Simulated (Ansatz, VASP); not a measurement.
Given: the input of a run of Ansatz 0.2.0 on Ca.

Contents of input.yaml:

```yaml
crystal:
  lattice:
    - [-2.2176, 2.2176, 2.24]
    - [2.2176, -2.2176, 2.24]
    - [2.2624, 2.2624, -2.24]
  atoms:
    - { symbol: Ca, position: [0.0, 0.0, 0.0] }
hamiltonian:
  xc: pbe
  pseudopotentials: { kind: paw }
kpoints:
  mp_grid: { grid: [8, 8, 8] }
scf:
  occupations: { method: fermi_dirac, width: 0.05 }
output:
  forces: true
  stress: true
  eigenvalues: true
```

Potentials or basis: Ansatz PAW.

Run with:

```bash
$ ansatz run input.yaml --threads 2 --pin off --max-ram 5632MiB --backend cpu --events-out ev --progress --plain --runs-dir out
```

Task: Set up the same calculation for VASP 6.6.1. Potentials there: VASP PAW PBE potentials, release 64 (Ca_sv).

Result: As run (the cutoff follows the program's own potentials):

File INCAR:

```
PREC = Accurate ; ENCUT = 520
EDIFF = 1E-6 ; ISMEAR = -1
SIGMA = 0.05 ; LREAL = False
LASPH = True ; NELM = 80
ALGO = Normal ; ISIF = 2
LWAVE = False ; LCHARG = False
GGA = PE ; NBANDS = 11
```

The input KPOINTS:

```
regular mesh
0
Gamma
  8 8 8
```

POSCAR

```
Ca
1.0
   -2.2176000000      2.2176000000      2.2400000000
    2.2176000000     -2.2176000000      2.2400000000
    2.2624000000      2.2624000000     -2.2400000000
Ca
1
Direct
    0.0000000000      0.0000000000      0.0000000000
```

Potentials or basis: VASP PAW PBE potentials, release 64 (Ca_sv).

The run is started by

```sh
$ cat potpaw_PBE.64/Ca_sv/POTCAR > POTCAR
$ mpirun -np 1 vasp_std > vasp.out
```

Both were run:

|  | VASP | Ansatz | Ansatz less VASP |
| --- | --- | --- | --- |
| gap on the k mesh at the Fermi level (eV) | none | none | - |
| pressure (GPa) | -1.0 | -1.0 | -0.02 |
| largest component of the traceless stress (GPa) | 0.22 | 0.22 | -0.001 |

A gap of «none» marks a metal or a gap that the smearing closes. The functional is the same, so the differences come from potentials, cutoffs and numerics.
